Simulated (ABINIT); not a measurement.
Crystal: Pb.

```xyz
1
Lattice="0.0000 2.4750 2.4750 2.4750 0.0000 2.4750 2.4750 2.4750 0.0000" Properties=species:S:1:pos:R:3 pbc="T T T"
Pb    0.0000    0.0000    0.0000
```

Base run:

* Program: ABINIT 10.8.3 (patched build)
* Functional: BLYP
* Potentials or basis: JTH PAW PBE v2.0 sp
* Cutoff: 408 eV
* k mesh: 9 × 9 × 9
* Occupations: fermi-dirac, width 0.05 eV
* Spin: no spin polarisation

Its results: band gap on the k mesh none (metal or under the smearing width); pressure 6.1 GPa.

Q: After a change of settings the same cell gave: band gap on the k mesh none (metal or under the smearing width); pressure 2.5 GPa. Which change was it?
A. functional from BLYP to LDA-PZ; potentials or basis from JTH PAW PBE v2.0 sp to JTH PAW LDA v2.0 sp
B. functional from BLYP to AM05
C. functional from BLYP to PBEsol
D. functional from BLYP to OLYP

A: D.

Caveats: the PAW data sets were made with another functional, which shifts forces and pressure a little; spin-orbit coupling is left out, which moves the levels of the heavy elements; this set keeps more shells in the core, which shifts pressures and gaps.

Runs at the PBE level aren't shown here.
